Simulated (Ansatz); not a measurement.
# HfO2: relaxation of cell and atoms with BLYP+D4

The system is HfO2.

```
Hf O
1.0
     5.11800    0.00000    0.00000
     0.00000    5.18570    0.00000
    -0.85866    0.00000    5.21387
Hf O
4 8
Cartesian
  0.8021 2.3870 3.6914
  3.0279 4.9798 4.1294
  3.4573 2.7987 1.5224
  1.2314 0.2059 1.0845
  -0.3473 0.8733 4.4146
  4.1773 3.4661 3.4062
  4.6066 4.3124 0.7993
  0.0821 1.7196 1.8076
  1.4549 3.8473 5.1101
  2.3751 1.2544 2.7107
  2.8045 1.3384 0.1038
  1.8842 3.9313 2.5032
```

* Program: Ansatz 0.2.0
* Task: relaxation of cell and atoms
* Functional: BLYP
* Dispersion: D4
* Potentials or basis: Ansatz PAW
* Cutoff: 420 eV (not typed: the program's choice for these potentials)
* k mesh: 5 × 5 × 5
* Occupations: fermi-dirac, width 0.05 eV
* Spin: no spin polarisation

```
Relaxed volume                         : 11.84 Å³/atom
Relaxed cell                           : a = 5.160 Å, b = 5.206 Å, c = 5.359 Å, α = 90.00°, β = 99.41°, γ = 90.00°
Space group after relaxing (to 0.05 Å) : P2_1/c (No. 14)
Energy gained by relaxing              : 8.0 meV/atom
Ionic steps                            : 9
Pressure after relaxing                : 0.0 GPa
Band gap on the k mesh                 : 4.14 eV
```

Forces in eV/Å, atoms in the order of the input:
```
Hf   0.000 -0.002 -0.001
Hf   0.000 -0.002  0.001
Hf   0.000  0.002  0.001
Hf   0.000  0.002 -0.001
O    0.000  0.000  0.001
O    0.000  0.000 -0.001
O    0.000  0.000 -0.001
O    0.000  0.000  0.001
O    0.001  0.001  0.000
O   -0.001  0.001  0.000
O   -0.001 -0.001  0.000
O    0.001 -0.001  0.000
```

The path:
| step | energy change (eV) | largest force (eV/Å) | volume (Å³) |
| --- | --- | --- | --- |
| 1 | 0.0000 | 0.5161 | 138.38 |
| 2 | -0.0420 | 0.2211 | 142.31 |
| 3 | -0.0679 | 0.0891 | 141.90 |
| 4 | -0.0691 | 0.0826 | 141.98 |
| 5 | -0.0725 | 0.0258 | 141.75 |
| 6 | -0.0723 | 0.0038 | 141.84 |
| 7 | -0.0952 | 0.0050 | 141.84 |
| 8 | -0.0943 | 0.0025 | 142.02 |
| 9 | -0.0955 | 0.0025 | 142.02 |

Final structure:
```yaml
crystal:
  lattice:
    - [5.16034, 0.00000, -0.00507]
    - [0.00000, 5.20577, 0.00000]
    - [-0.87094, 0.00000, 5.28776]
  atoms:
    - { symbol: Hf, position: [0.27520, 0.45877, 0.70868] }
    - { symbol: Hf, position: [0.72480, 0.95877, 0.79132] }
    - { symbol: Hf, position: [0.72480, 0.54123, 0.29132] }
    - { symbol: Hf, position: [0.27520, 0.04123, 0.20868] }
    - { symbol: O, position: [0.06697, 0.17296, 0.84905] }
    - { symbol: O, position: [0.93303, 0.67296, 0.65095] }
    - { symbol: O, position: [0.93303, 0.82704, 0.15095] }
    - { symbol: O, position: [0.06697, 0.32704, 0.34905] }
    - { symbol: O, position: [0.44831, 0.74307, 0.97597] }
    - { symbol: O, position: [0.55169, 0.24307, 0.52403] }
    - { symbol: O, position: [0.55169, 0.25693, 0.02403] }
    - { symbol: O, position: [0.44831, 0.75693, 0.47597] }
```

Wall time 2.5 min on 2 threads of Arm Neoverse V1, with other jobs on the host, peak memory 0.69 GiB.

Caveat: odd divisions of the mesh miss points on the zone boundary, where band edges often lie, so the gap on the mesh can be too wide; the plane-wave basis is chosen anew once the cell has moved, so the energies of steps on either side of that aren't comparable; the pressure holds a Pulay correction of +0.9 GPa for the finite cutoff; spin-orbit coupling is left out, which moves the levels of the heavy elements; the PAW data sets come from PBE, with cores solved anew for the run's functional, which leaves a small shift of forces and pressure. Zero-point motion and thermal expansion aren't in these numbers.
